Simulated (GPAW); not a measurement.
# Ca (Im-3m) in GPAW: single point with PBE

Aim: the single point of Ca with PBE.

Everything below comes from runs of GPAW 26.7.0. Logs are shortened: lines on timing, memory, paths and dates and some standing lists are left out, and cuts for length are marked. The log counts tension as positive stress, the text compression.

## Step 1: The crystal as given

It takes space group Im-3m (No. 229, cubic). Conventional cell: a = 4.480 Å, b = 4.480 Å, c = 4.480 Å, α = 90.00°, β = 90.00°, γ = 90.00°. Ca (site symmetry m-3m) has 8 Ca at 3.88 Å as nearest neighbours.

This isn't the form of Ca at room conditions, which is fcc.

## Step 2: Single point, PBE

Input file run.py:

```python
from ase.io import read
from gpaw import PW
from gpaw.dft import DFT

atoms = read('POSCAR')

dft = DFT(atoms,
          mode=PW(600),
          xc='PBE',
          kpts={'size': (8, 8, 8), 'gamma': True},
          occupations={'name': 'fermi-dirac', 'width': 0.05},
          nbands=12,
          convergence={'density': 1e-05, 'energy': 1e-05},
          maxiter=150,
          txt='gpaw.txt')
print(f'Energy: {dft.calculate_energy():.6f} eV')
print('Forces (eV/A):')
print(dft.calculate_forces().round(4))
print('Stress (eV/A^3):', dft.calculate_stress().round(6))
dft.write_gpw_file('gs.gpw')
```

Input file POSCAR:

```
Ca
1.0
   -2.2400000000      2.2400000000      2.2400000000
    2.2400000000     -2.2400000000      2.2400000000
    2.2400000000      2.2400000000     -2.2400000000
Ca
1
Direct
    0.0000000000      0.0000000000      0.0000000000
```

Potentials or basis: GPAW PAW data sets (gpaw-data 1.2.1), pw.

Launch:

```console
$ OMP_NUM_THREADS=1 python run.py
```

gpaw.txt:

```text
Diagonalizing LCAO Hamiltonian
Converting LCAO to pw mode

       Ca

Atoms  # Å, Bohr magnetons
|   | symbol |        x |        y |        z |    initial magnetic moments |
|---|--------|----------|----------|----------|-----------------------------|
| 0 |     Ca | 0.000000 | 0.000000 | 0.000000 | ( 0.0000,  0.0000,  0.0000) |

Unit cell  # Å
| periodic |         x |         y |         z |  lengths |     angles |
|----------|-----------|-----------|-----------|----------|------------|
|      yes | -2.240000 |  2.240000 |  2.240000 | 3.879794 | 109.471221 |
|      yes |  2.240000 | -2.240000 |  2.240000 | 3.879794 | 109.471221 |
|      yes |  2.240000 |  2.240000 | -2.240000 | 3.879794 | 109.471221 |

Number of symmetries: 48
Symmetry operations  # r_c * U_cc + t_c -> r_c
|    | kind |            matrix            |
|----|------|------------------------------|
|  0 |  σ   |  1, 1, 1,  0, 0,-1,  0,-1, 0 |
|  1 |  C4  |  1, 1, 1,  0, 0,-1, -1, 0, 0 |
|  2 |  C2  |  1, 1, 1,  0,-1, 0,  0, 0,-1 |
|  3 |  S6  |  1, 1, 1,  0,-1, 0, -1, 0, 0 |
|  4 |  S6  |  1, 1, 1, -1, 0, 0,  0, 0,-1 |
|  5 |  C4  |  1, 1, 1, -1, 0, 0,  0,-1, 0 |
|  6 |  E   |  1, 0, 0,  0, 1, 0,  0, 0, 1 |
|  7 |  σ   |  1, 0, 0,  0, 1, 0, -1,-1,-1 |
|  8 |  σ   |  1, 0, 0,  0, 0, 1,  0, 1, 0 |
|  9 |  C3  |  1, 0, 0,  0, 0, 1, -1,-1,-1 |
| 10 |  C3  |  1, 0, 0, -1,-1,-1,  0, 1, 0 |
| 11 |  σ   |  1, 0, 0, -1,-1,-1,  0, 0, 1 |
| 12 |  σ   |  0, 1, 0,  1, 0, 0,  0, 0, 1 |
| 13 |  C2  |  0, 1, 0,  1, 0, 0, -1,-1,-1 |
| 14 |  C3  |  0, 1, 0,  0, 0, 1,  1, 0, 0 |
| 15 |  S4  |  0, 1, 0,  0, 0, 1, -1,-1,-1 |
| 16 |  S4  |  0, 1, 0, -1,-1,-1,  1, 0, 0 |
| 17 |  C3  |  0, 1, 0, -1,-1,-1,  0, 0, 1 |
| 18 |  C3  |  0, 0, 1,  1, 0, 0,  0, 1, 0 |
| 19 |  S4  |  0, 0, 1,  1, 0, 0, -1,-1,-1 |
| 20 |  σ   |  0, 0, 1,  0, 1, 0,  1, 0, 0 |
| 21 |  C3  |  0, 0, 1,  0, 1, 0, -1,-1,-1 |
| 22 |  C2  |  0, 0, 1, -1,-1,-1,  1, 0, 0 |
| 23 |  S4  |  0, 0, 1, -1,-1,-1,  0, 1, 0 |
| 24 |  C4  |  0, 0,-1,  1, 1, 1,  0,-1, 0 |
| 25 |  σ   |  0, 0,-1,  1, 1, 1, -1, 0, 0 |
| 26 |  S6  |  0, 0,-1,  0,-1, 0,  1, 1, 1 |
| 27 |  C2  |  0, 0,-1,  0,-1, 0, -1, 0, 0 |
| 28 |  C4  |  0, 0,-1, -1, 0, 0,  1, 1, 1 |
| 29 |  S6  |  0, 0,-1, -1, 0, 0,  0,-1, 0 |
| 30 |  S6  |  0,-1, 0,  1, 1, 1,  0, 0,-1 |
| 31 |  C4  |  0,-1, 0,  1, 1, 1, -1, 0, 0 |
| 32 |  C4  |  0,-1, 0,  0, 0,-1,  1, 1, 1 |
| 33 |  S6  |  0,-1, 0,  0, 0,-1, -1, 0, 0 |
| 34 |  σ   |  0,-1, 0, -1, 0, 0,  1, 1, 1 |
| 35 |  C2  |  0,-1, 0, -1, 0, 0,  0, 0,-1 |
| 36 |  C2  | -1, 0, 0,  1, 1, 1,  0, 0,-1 |
| 37 |  S6  | -1, 0, 0,  1, 1, 1,  0,-1, 0 |
| 38 |  S6  | -1, 0, 0,  0, 0,-1,  1, 1, 1 |
| 39 |  C2  | -1, 0, 0,  0, 0,-1,  0,-1, 0 |
| 40 |  C2  | -1, 0, 0,  0,-1, 0,  1, 1, 1 |
| 41 |  i   | -1, 0, 0,  0,-1, 0,  0, 0,-1 |
| 42 |  S4  | -1,-1,-1,  1, 0, 0,  0, 1, 0 |
| 43 |  C3  | -1,-1,-1,  1, 0, 0,  0, 0, 1 |
| 44 |  C3  | -1,-1,-1,  0, 1, 0,  1, 0, 0 |
| 45 |  σ   | -1,-1,-1,  0, 1, 0,  0, 0, 1 |
| 46 |  S4  | -1,-1,-1,  0, 0, 1,  1, 0, 0 |
| 47 |  C2  | -1,-1,-1,  0, 0, 1,  0, 1, 0 |

BZ-sampling:
  Number of BZ points: 512
  Number of IBZ points: 29

  Monkhorst-Pack size: [8, 8, 8]
  Monkhorst-Pack shift: [0.0625, 0.0625, 0.0625]

K-points  # in reciprocal-cell coordinates
|     |                                coordinates |     weight |
|-----|--------------------------------------------|------------|
|   0 | (  0.00000000,   0.00000000,   0.00000000) | 0.00195312 |
|   1 | (  0.12500000,   0.00000000,   0.00000000) | 0.02343750 |
|   2 | (  0.12500000,   0.12500000,  -0.12500000) | 0.01171875 |
|   3 | (  0.25000000,   0.00000000,  -0.12500000) | 0.04687500 |
|   4 | (  0.25000000,   0.00000000,   0.00000000) | 0.02343750 |
|   5 | (  0.25000000,   0.12500000,  -0.12500000) | 0.04687500 |
|   6 | (  0.25000000,   0.25000000,  -0.25000000) | 0.01171875 |
|   7 | (  0.25000000,   0.25000000,   0.25000000) | 0.00390625 |
|   8 | (  0.37500000,  -0.12500000,  -0.12500000) | 0.01562500 |
|   9 | (  0.37500000,   0.00000000,  -0.12500000) | 0.09375000 |
| ... |                                            |            |
|  28 | (  0.50000000,   0.50000000,   0.50000000) | 0.00195312 |

Plane wave coefficients: 1509
Cutoff: 600.0 eV

Spin-components: 1 (collinear spins)
Bands:           12
Projectors:      5
Spin-degeneracy: 2
Datatype:        complex128

Density:
  Valence electrons: 10.0
  Components: 1
  Grid points: [24 24 24]
  Charge: 0.0  # |e|

Potential:
  Grid points: [24 24 24]

species:
  Ca:
    name:    Calcium
    Z:       20.0
    valence: 10
    core:    10
    charge:  0.0  # [|e|]
    compensation charges:
      type: gauss
      rc: 0.37  # [Å]
      lmax: 2
    cutoffs:
      filter: 2.10  # [Å]
      core: 1.17  # [Å]
    projectors
    | kind |    occ | energy [eV] | rcut [Å] |
    |------|--------|-------------|----------|
    |   3s |  2.000 |     -47.086 |    1.175 |
    |   4s |  2.000 |      -3.766 |    1.175 |
    |   3p |  6.000 |     -28.008 |    1.154 |
    |    p |        |      -0.797 |    1.154 |
    |    d |        |       0.000 |    0.937 |

    Using partial waves for Ca as LCAO basis

Reference energy: -18510.869232  # eV

eigensolver:
  PPCG
  Converge bands: occupied
  niter=2

density mixing:
  MSR1-Mixer
  Pratt-step length: 0.05
  Maximum mixing coefficient: 0.75
  Old densities: 10
  SVD Regularization: 0.005
  Good broyden scale: 1.0
  Trust region scale: 1.0
  Backstep threshold: 4.0
  History deletion threshold: 6.0
  Fourier metric: weight=20.0, sigma=0.015

occupation numbers:
  Fermi-Dirac:
    width: 0.0500  # eV

poisson solver:
  ecut: 4800.0  # eV

xc functional:
  name: PBE with 2 nearest neighbor stencil

convergence criteria:
- Maximum integral of absolute [dens]ity change: 1e-05 electrons / valence electron
- Maximum [total energy] change in last 3 cyles: 1e-05 eV / valence electron
- Maximum integral of absolute [eigenst]ate change: 4e-08 eV^2 / valence electron
maximum number of iterations: 150

SCF iterations
|iter     | |      energy | eigst |  dens |
|---------|-|-------------|-------|-------|
|iter:   1| |   -1.866467 | +0.30 |       |
|iter:   2| |   -2.009963 | -0.96 | -1.56 |
|iter:   3| |   -2.015270 | -2.29 | -1.62 |
|iter:   4| |   -2.013260 | -3.39 | -1.76 |
|iter:   5| |   -2.013055 | -3.60 | -2.07 |
|iter:   6| |   -2.013123 | -4.85 | -2.56 |
|iter:   7| |   -2.013128c| -6.16 | -3.52 |
|iter:   8| |   -2.013129c| -7.10 | -3.95 |
|iter:   9| |   -2.013129c| -7.90c| -4.65 |
|iter:  10| |   -2.013129c| -8.82c| -4.71 |
|iter:  11| |   -2.013129c| -8.82c| -5.47c|
SCF steps: 11
Energy contributions relative to reference atoms: (reference = -18510.869232)

Energy contributions:
  Kinetic:          -0.679788
  Coulomb:           2.539004
  Zero:             -0.452017
  External:          0.000000
  Xc:               -3.413717
  Entropy:          -0.013222
  Spinorbit:         0.000000
  ----------------------------
  Free energy:      -2.019739
  Extrapolated:     -2.013129

Forces  # eV/Ang
|       x |       y |        z |
|---------|---------|----------|
| 0.00000 | 0.00000 | -0.00000 |  # Ca   0

Stress tensor  # eV/Ang^3
|         x |         y |         z |
|-----------|-----------|-----------|
|  0.005828 | -0.000000 |  0.000000 |
| -0.000000 |  0.005828 | -0.000000 |
|  0.000000 | -0.000000 |  0.005828 |

Writing to gs.gpw (mode='')

  __  _  _
 | _ |_)|_||  |
 |__||  | ||/\| - 26.7.0

Input parameters:
  mode=PW(ecut=600.0),
  convergence={'density': 1e-05, 'energy': 1e-05},
  kpts=MonkhorstPack(size=(8, 8, 8), gamma=True),
  maxiter=150,
  nbands=12,
  occupations=Occupations(name='fermi-dirac', width=0.05),
  xc=XC(name='PBE')
# Writing to gs.gpw (mode='')
```

Wall time 11 s (1 thread of Arm Neoverse V2, shared host); peak memory 0.14 GiB.

Results:

* Free energy: -2.0197 eV
* Pressure: -0.9 GPa
* Band gap on the k mesh: none (metal or under the smearing width)

Caveat: the cell was measured hot, at 740 K.

## Step 3: The reference run

An earlier run on the cell as given: functional PBE; potentials or basis GPAW PAW data sets (gpaw-data 1.2.1); cutoff 600 eV; basis pw; k mesh 8 × 8 × 8; occupations fermi-dirac, width 0.05 eV; no spin polarisation.

- Pressure: -0.9 GPa
- Band gap on the k mesh: none (metal or under the smearing width)
